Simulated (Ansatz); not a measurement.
# Ni: how the settings move a single-point run

Question: which choices in the input matter for Ni?

Computed with Ansatz 0.2.0 (reference: DFT, PBE, PAW with Ansatz's default frozen-core files, scalar-relativistic, unless a step's input says otherwise).

**1. Starting point**

The structure is cubic, space group Im-3m (No. 229). The conventional cell has a = 2.767 Å, b = 2.767 Å, c = 2.767 Å, α = 90.00°, β = 90.00°, γ = 90.00°. Around Ni (site symmetry m-3m) lie 8 Ni at 2.40 Å.

As a file:

```
CELL_PARAMETERS angstrom
-1.38372 1.38372 1.38372
1.38372 -1.38372 1.38372
1.38372 1.38372 -1.38372
ATOMIC_POSITIONS crystal
Ni 0.00000 0.00000 0.00000
```

**2. The reference run**

The input, input.yaml:

```yaml
crystal:
  lattice:
    - [-1.38371547, 1.38371547, 1.38371547]
    - [1.38371547, -1.38371547, 1.38371547]
    - [1.38371547, 1.38371547, -1.38371547]
  atoms:
    - { symbol: Ni, position: [0.0, 0.0, 0.0], spin: 0.6, spin_axis: [1.0, 0.0, 0.0] }
magnetization:
  noncollinear: true
  spin_spiral: { q: [0.0, 0.0, 0.0] }
kpoints:
  mp_grid: { grid: [16, 16, 16] }
scf:
  occupations: { method: fermi_dirac, width: 0.05 }
  lower_state_search: "off"
hamiltonian:
  xc: pbe
  pseudopotentials: { kind: paw }
output:
  eigenvalues: false
```

On the command line:

```sh
ansatz run input.yaml --threads 2 --pin off --max-ram 5120MiB --backend cpu --events-out ev --progress --plain --runs-dir out
```

**3. Variant: starting moments, lock_directions true**

input.yaml, as its differences from that of step 2:

```diff
@@ -6,3 +6,3 @@
   atoms:
-    - { symbol: Ni, position: [0.0, 0.0, 0.0], spin: 0.6, spin_axis: [1.0, 0.0, 0.0] }
+    - { symbol: Ni, position: [0.0, 0.0, 0.0], spin: 0.6, spin_axis: [0.25881905, 0.0, 0.96592583] }
 magnetization:
@@ -10,2 +10,3 @@
   spin_spiral: { q: [0.0, 0.0, 0.0] }
+  spin_locking: { lock_directions: true }
 kpoints:
```

**Question.** What will these runs give? Wanted: for each run, ending; energy change; abs. moment.

The runs gave:

| run | ending | energy change | abs. moment (μB) | cycles | time |
| --- | --- | --- | --- | --- | --- |
| reference | converged | 0 | 0.60 | 14 | 13 s |
| 1: starting moments, lock_directions true | converged | 0.0 meV/atom | 0.60 | 8 | 3.1 min |

Residual by cycle in the longest SCF loop of each run; runs are numbered as in the table. The quantity is the density residual dr2, in eV.

| cycle | reference | run 1 |
| --- | --- | --- |
| 1 | 0.0601 | 0.0601 |
| 2 | 0.00231 | 0.00231 |
| 3 | 0.00667 | 0.0169 |
| 5 | 1.9e-4 | 3.4e-5 |
| 6 | 2.6e-7 | 3.0e-6 |
| 7 | 1.5e-6 | 3.1e-7 |
| 8 | 6.8e-7 | 1.9e-8 |
| 9 | 2.7e-8 | - |
| 10 | 2.1e-5 | - |
| 12 | 1.1e-8 | - |
| 13 | 2.9e-9 | - |
| 14 | 7.6e-10 | - |

**Reading.** Changing the constraint on the moments hardly moves the energy: 0.0 meV/atom. Cost: 8 SCF cycles against 14, 3.1 min against 13 s.
